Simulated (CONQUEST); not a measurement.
# BN (P6_3/mmc) in CONQUEST: equation of state

Aim: energy against volume of BN in PBE, for its equilibrium volume and stiffness.

Program: CONQUEST 1.3. These are calculated values, not measurements. Logs are shortened: lines on timing, memory, paths and dates and some standing lists are left out, and cuts for length are marked.

### 1 The structure

The structure is hexagonal, space group P6_3/mmc (No. 194). Conventional cell: a = 2.498 Å, b = 2.498 Å, c = 6.636 Å, α = 90.00°, β = 90.00°, γ = 120.00°. Around N (site symmetry -6m2) lie 3 B at 1.44 Å. B (site symmetry -6m2) has 3 N at 1.44 Å as nearest neighbours.

### 2 Equation of state, PBE, 8.43 Å³/atom (volume scaled by 0.94)

Conquest_input

```
IO.Title BN
IO.Coordinates coords.dat
IO.FractionalAtomicCoords T
IO.Iprint 2
IO.Iprint_init 1
General.NumberOfSpecies 2
General.PseudopotentialType hamann
AtomMove.TypeOfRun static
AtomMove.FullStress T
Grid.PointsAlongX 32
Grid.PointsAlongY 48
Grid.PointsAlongZ 72
DM.SolutionMethod diagon
Diag.MPMesh T
Diag.GammaCentred T
Diag.MPMeshX 11
Diag.MPMeshY 6
Diag.MPMeshZ 4
Diag.kT 0.00183747
minE.SCTolerance 1e-6
SC.MaxIters 100
IO.AtomChargeOutput T
%block ChemicalSpeciesLabel
1 14.010 N
2 10.810 B
%endblock
```

coords.dat

```
    4.6246156293     0.0000000000     0.0000000000
    0.0000000000     8.0100692365     0.0000000000
    0.0000000000     0.0000000000    12.2836724781
8
  0.0000000000   0.3333333330   0.7500000000 1 T T T
  0.5000000000   0.8333333330   0.7500000000 1 T T T
  0.0000000000   0.6666666670   0.2500000000 1 T T T
  0.5000000000   0.1666666670   0.2500000000 1 T T T
  0.0000000000   0.3333333330   0.2500000000 2 T T T
  0.5000000000   0.8333333330   0.2500000000 2 T T T
  0.0000000000   0.6666666670   0.7500000000 2 T T T
  0.5000000000   0.1666666670   0.7500000000 2 T T T
```

Potentials or basis: PseudoDojo NC PBE, DZP, grid of 32 × 48 × 72 points.

On the command line:

```sh
$ Conquest
```

The log of the run:

```text
Simulation cell dimensions:     4.6246 a0 x     8.0101 a0 x    12.2837 a0

      Atomic coordinates (a0)
         Atom         X         Y         Z  Species
            1    0.0000    2.6700    9.2128        1
            2    2.3123    6.6751    9.2128        1
            3    0.0000    5.3400    3.0709        1
            4    2.3123    1.3350    3.0709        1
            5    0.0000    2.6700    3.0709        2
            6    2.3123    6.6751    3.0709        2
            7    0.0000    5.3400    9.2128        2
            8    2.3123    1.3350    9.2128        2

         Monkhorst-Pack mesh:  11 x   6 x   4 gamma-centred
        This calculation includes non-local pseudopotentials,
         with a maximum core radius of      6.81425162

    Job title: BN
    Job to be run: static calculation

    Ground state search:
      Support functions represented with PAO basis
      1:1 PAO to SF mapping
      Non-spin-polarised electrons
      Solving for the K matrix using diagonalisation
      Using Fermi-Dirac smearing

    Integration grid size:     32 x   48 x   72

    Integration grid spacing:  0.145 a0 x 0.167 a0 x 0.171 a0

    Number of species:  2
    --------------------------------------------------------
    |   #  mass (au)  Charge (e)  SF Rad (a0)  NSF  Label  |
    --------------------------------------------------------
    |   1     14.010       5.000        5.801   13  N      |
    |   2     10.810       3.000        6.995   13  B      |
    --------------------------------------------------------
          SCF tolerance:                 0.00000100
          SCF iterations:               100

    The functional used will be GGA PBE96

           radial cut-off to be used is taken to be max PAO cut-off radius for this species:    5.483972

           greatest ang. mom. for making density from PAOs:  2

           radial cut-off to be used is taken to be max PAO cut-off radius for this species:    6.814252

           greatest ang. mom. for making density from PAOs:  2
    Minimum blocs/proc is     1728. Maximum blocs/proc is     1728
    set_atom_dens: In set_atomic_density, electrons :      32.000000000000
 matrix_size & matrix_size_padH =          104         104

    Screened ion int: energy:     -34.692623778873 Ha

    new_SC_potl: Starting.  Tolerance:  0.10000E-05

    PulayMixSC: Starting Pulay mixing, A_up =  0.500 A_dn =  0.500
    PulayMixSC: Spin non-polarised calculation.
          Harris-Foulkes Energy            :       -53.779126747522568 Ha
          (TS=0 as O(N) or entropic contribution is negligible)
          DFT Total Energy                 :       -53.335425173396025 Ha
          Total number of electrons        :        31.999999999999375
    PulayMixSC: Pulay iteration     1 residual:              0.11441E-01
          Harris-Foulkes Energy            :       -53.578799196251921 Ha
          (TS=0 as O(N) or entropic contribution is negligible)
          DFT Total Energy                 :       -53.548522785425661 Ha
          Total number of electrons        :        32.000004974726536
    PulayMixSC: Pulay iteration     2 residual:              0.43988E-02
          Harris-Foulkes Energy            :       -53.564574704223311 Ha
          (TS=0 as O(N) or entropic contribution is negligible)
          DFT Total Energy                 :       -53.562644310874667 Ha
          Total number of electrons        :        32.000007773527408
    PulayMixSC: Pulay iteration     3 residual:              0.16833E-02
          Harris-Foulkes Energy            :       -53.563268935989335 Ha
          (TS=0 as O(N) or entropic contribution is negligible)
          DFT Total Energy                 :       -53.563231832749700 Ha
          Total number of electrons        :        32.000010789892542
    PulayMixSC: Pulay iteration     4 residual:              0.20906E-03
          Harris-Foulkes Energy            :       -53.563244280161427 Ha
          (TS=0 as O(N) or entropic contribution is negligible)
          DFT Total Energy                 :       -53.563244432367846 Ha
          Total number of electrons        :        32.000010990491894
    PulayMixSC: Pulay iteration     5 residual:              0.15842E-04
          Harris-Foulkes Energy            :       -53.563244441080649 Ha
          (TS=0 as O(N) or entropic contribution is negligible)
          DFT Total Energy                 :       -53.563244447521477 Ha
          Total number of electrons        :        32.000010990793974
    PulayMixSC: Pulay iteration     6 residual:              0.32767E-05
          Harris-Foulkes Energy            :       -53.563244447889062 Ha
          (TS=0 as O(N) or entropic contribution is negligible)
          DFT Total Energy                 :       -53.563244447907657 Ha
          Total number of electrons        :        32.000010968220685
    PulayMixSC: Pulay iteration     7 residual:              0.72451E-07
    PulayMixSC: Reached SCF tolerance of  0.72451E-07 after      7 iterations
      | Number of electrons      =        32.000011
      |* band energy as 2Tr[K.H] =       -18.221441879388987 Ha
      |  screened ion-ion energy =       -34.692623778872999 Ha
      |  Ha correction           =        -2.990372083621301 Ha
      |  XC correction           =         2.341196183814137 Ha
      |* Harris-Foulkes energy   =       -53.563244447889062 Ha
      |* DFT total energy        =       -53.563244447907657 Ha
      |  estimated accuracy      =         0.000000000018595 Ha

    force: Forces on atoms (Ha/a0)
    force:  Atom   X              Y              Z
    force:     1  -0.0000000005  -0.0000132120  -0.0000000000
    force:     2  -0.0000000005  -0.0000132120   0.0000000000
    force:     3  -0.0000000008   0.0000132109   0.0000000000
    force:     4  -0.0000000008   0.0000132109  -0.0000000000
    force:     5   0.0000000000  -0.0000547199  -0.0000000000
    force:     6   0.0000000000  -0.0000547199  -0.0000000000
    force:     7  -0.0000000003   0.0000547195  -0.0000000000
    force:     8  -0.0000000003   0.0000547195  -0.0000000000

    force: Maximum force :        0.00005472(Ha/a0) on atom         5 in y direction
    force: Force Residual:        0.00003980 Ha/a0
    force: Total stress:        -37.13408913    -0.00000016     0.00000000 GPa
                            -0.00000042   -37.18913195    -0.00000000
                             0.00000000     0.00000000    -3.22267007
    force: Average pressure:     25.84863038 GPa

    force: Finished force
    get_E_and_F: Change in energy during last step of electronic optimisation: -0.68084E-08

    BIBLIOGRAPHY: Please consider citing the following references in the conquest.bib file

    CONQUEST:         Bowler2002pt, Miyazaki2004, Nakata2020
    Basis:            Bowler2019
    DM:               Bowler:2006xr
    Pseudopotentials: Hamann2013, Bowler2019
    XC functional:    Perdew1996
```

Wall time 3.5 min (1 thread of Intel Xeon Platinum 8259CL at 2.50GHz (Skylake/Cascade Lake), shared host); peak memory 1.1 GiB.

Results:

```
Free energy            : -1457.5301 eV
Pressure               : 25.8 GPa
Band gap on the k mesh : 4.30 eV
```

Caveat: an odd mesh through Γ misses points on the zone boundary, where band edges often lie; this functional lacks dispersion, which binds the layers, so the pressure and a relaxed spacing across them are unreliable; the basis of atomic orbitals isn't converged, which shifts pressures, moduli and gaps.

### 3 Equation of state, PBE, 8.61 Å³/atom (volume scaled by 0.96)

Conquest_input is that of step 2.

Edit coords.dat of step 2 so:

```diff
@@ -1,4 +1,4 @@
-    4.6246156293     0.0000000000     0.0000000000
-    0.0000000000     8.0100692365     0.0000000000
-    0.0000000000     0.0000000000    12.2836724781
+    4.6571844180     0.0000000000     0.0000000000
+    0.0000000000     8.0664800333     0.0000000000
+    0.0000000000     0.0000000000    12.3701800641
 8
```

Potentials or basis: PseudoDojo NC PBE, DZP, grid of 32 × 48 × 72 points.

On the command line:

```sh
$ Conquest
```

Wall time 3.4 min (1 thread of Intel Xeon Platinum 8259CL at 2.50GHz (Skylake/Cascade Lake), shared host); peak memory 1.1 GiB.

The run converged. Its results:

- Free energy: -1457.7306 eV
- Pressure: 19.1 GPa
- Band gap on the k mesh: 4.28 eV

Caveat: an odd mesh through Γ misses points on the zone boundary, where band edges often lie; this functional lacks dispersion, which binds the layers, so the pressure and a relaxed spacing across them are unreliable; the basis of atomic orbitals isn't converged, which shifts pressures, moduli and gaps.

### 4 Equation of state, PBE, 8.79 Å³/atom (volume scaled by 0.98)

Conquest_input is that of step 3.

Edit coords.dat of step 3 so:

```diff
@@ -1,4 +1,4 @@
-    4.6571844180     0.0000000000     0.0000000000
-    0.0000000000     8.0664800333     0.0000000000
-    0.0000000000     0.0000000000    12.3701800641
+    4.6893039463     0.0000000000     0.0000000000
+    0.0000000000     8.1221126880     0.0000000000
+    0.0000000000     0.0000000000    12.4554943467
 8
```

On the command line:

```sh
$ Conquest
```

Wall time 3.5 min (1 thread of Intel Xeon Platinum 8259CL at 2.50GHz (Skylake/Cascade Lake), shared host); peak memory 1.1 GiB.

Results (log left out):

- Free energy: -1457.8733 eV
- Pressure: 12.9 GPa
- Largest force: 0.003 eV/Å
- Band gap on the k mesh: 4.26 eV

Caveat: an odd mesh through Γ misses points on the zone boundary, where band edges often lie; this functional lacks dispersion, which binds the layers, so the pressure and a relaxed spacing across them are unreliable; the basis of atomic orbitals isn't converged, which shifts pressures, moduli and gaps.

### 5 Equation of state, PBE, 8.97 Å³/atom

Conquest_input is that of step 4.

Edit coords.dat of step 4 so:

```diff
@@ -1,4 +1,4 @@
-    4.6893039463     0.0000000000     0.0000000000
-    0.0000000000     8.1221126880     0.0000000000
-    0.0000000000     0.0000000000    12.4554943467
+    4.7209893936     0.0000000000     0.0000000000
+    0.0000000000     8.1769934926     0.0000000000
+    0.0000000000     0.0000000000    12.5396556452
 8
```

On the command line:

```sh
$ Conquest
```

Wall time 3.5 min (1 thread of Intel Xeon Platinum 8259CL at 2.50GHz (Skylake/Cascade Lake), shared host); peak memory 1.1 GiB.

The run converged. Its results:

```yaml
Free_energy: -1457.9644 eV
Pressure: 7.6 GPa
Largest_force: 0.004 eV/Å
Band_gap_on_the_k_mesh: 4.23 eV
```

Caveat: an odd mesh through Γ misses points on the zone boundary, where band edges often lie; this functional lacks dispersion, which binds the layers, so the pressure and a relaxed spacing across them are unreliable; the basis of atomic orbitals isn't converged, which shifts pressures, moduli and gaps.

### 6 Equation of state, PBE, 9.15 Å³/atom (volume scaled by 1.02)

Conquest_input is that of step 5.

Edit coords.dat of step 5 so:

```diff
@@ -1,4 +1,4 @@
-    4.7209893936     0.0000000000     0.0000000000
-    0.0000000000     8.1769934926     0.0000000000
-    0.0000000000     0.0000000000    12.5396556452
+    4.7522551351     0.0000000000     0.0000000000
+    0.0000000000     8.2311473456     0.0000000000
+    0.0000000000     0.0000000000    12.6227021424
 8
```

Potentials or basis: PseudoDojo NC PBE, DZP, grid of 32 × 48 × 72 points.

On the command line:

```sh
$ Conquest
```

Wall time 3.1 min (1 thread of Intel Xeon Platinum 8259CL at 2.50GHz (Skylake/Cascade Lake), shared host); peak memory 1.1 GiB.

It converged, with:

- Free energy: -1458.0099 eV
- Pressure: 2.5 GPa
- Band gap on the k mesh: 4.21 eV

Caveat: an odd mesh through Γ misses points on the zone boundary, where band edges often lie; this functional lacks dispersion, which binds the layers, so the pressure and a relaxed spacing across them are unreliable; the basis of atomic orbitals isn't converged, which shifts pressures, moduli and gaps.

### 7 Equation of state, PBE, 9.33 Å³/atom (volume scaled by 1.04)

Conquest_input is that of step 6.

Edit coords.dat of step 6 so:

```diff
@@ -1,4 +1,4 @@
-    4.7522551351     0.0000000000     0.0000000000
-    0.0000000000     8.2311473456     0.0000000000
-    0.0000000000     0.0000000000    12.6227021424
+    4.7831147994     0.0000000000     0.0000000000
+    0.0000000000     8.2845978520     0.0000000000
+    0.0000000000     0.0000000000    12.7046700375
 8
```

On the command line:

```sh
$ Conquest
```

Run time: 3.1 min. Hardware: 1 thread of Intel Xeon Platinum 8259CL at 2.50GHz (Skylake/Cascade Lake), shared host; peak memory 1.1 GiB.

Results (log left out):

```yaml
Free_energy: -1458.0111 eV
Pressure: -2.2 GPa
Largest_force: 0.004 eV/Å
Band_gap_on_the_k_mesh: 4.19 eV
```

Caveat: an odd mesh through Γ misses points on the zone boundary, where band edges often lie; this functional lacks dispersion, which binds the layers, so the pressure and a relaxed spacing across them are unreliable; the basis of atomic orbitals isn't converged, which shifts pressures, moduli and gaps.

### 8 Equation of state, PBE, 9.50 Å³/atom (volume scaled by 1.06)

Conquest_input is that of step 7.

Edit coords.dat of step 7 so:

```diff
@@ -1,4 +1,4 @@
-    4.7831147994     0.0000000000     0.0000000000
-    0.0000000000     8.2845978520     0.0000000000
-    0.0000000000     0.0000000000    12.7046700375
+    4.8135813202     0.0000000000     0.0000000000
+    0.0000000000     8.3373674140     0.0000000000
+    0.0000000000     0.0000000000    12.7855936845
 8
```

On the command line:

```sh
$ Conquest
```

It took 3.1 min on 1 thread of Intel Xeon Platinum 8259CL at 2.50GHz (Skylake/Cascade Lake), shared host; peak memory 1 GiB.

It converged, with:

```yaml
Free_energy: -1457.9726 eV
Pressure: -6.4 GPa
Band_gap_on_the_k_mesh: 4.16 eV
```

Caveat: an odd mesh through Γ misses points on the zone boundary, where band edges often lie; this functional lacks dispersion, which binds the layers, so the pressure and a relaxed spacing across them are unreliable; the basis of atomic orbitals isn't converged, which shifts pressures, moduli and gaps.

### 9 Equation of state, PBE

Potentials or basis: PseudoDojo NC PBE, DZP, grid of 32 × 48 × 72 points.

No new run: the results of the series are fitted here.

What came out:

```
Equilibrium volume                        : 9.24 Å³/atom
Bulk modulus at fixed shape and positions : 237 GPa
Pressure derivative of the bulk modulus   : 3.6 (rough: it moves with the points fitted)
```

Energy against volume, from the lowest point:
| volume (Å³/atom) | energy (meV/atom) |
| --- | --- |
| 8.429 | 60.12 |
| 8.608 | 35.06 |
| 8.787 | 17.22 |
| 8.967 | 5.84 |
| 9.146 | 0.15 |
| 9.325 | 0.00 |
| 9.505 | 4.82 |

Caveat: the DZP basis gives volumes some 2 % larger than converged bases do, and moduli off by several per cent; the cell was scaled at fixed shape and fractional positions, which overstates the stiffness of a crystal with free parameters, most of all of layers and chains; this functional lacks dispersion, which binds the layers, so the pressure and a relaxed spacing across them are unreliable; the basis of atomic orbitals isn't converged, which shifts pressures, moduli and gaps.
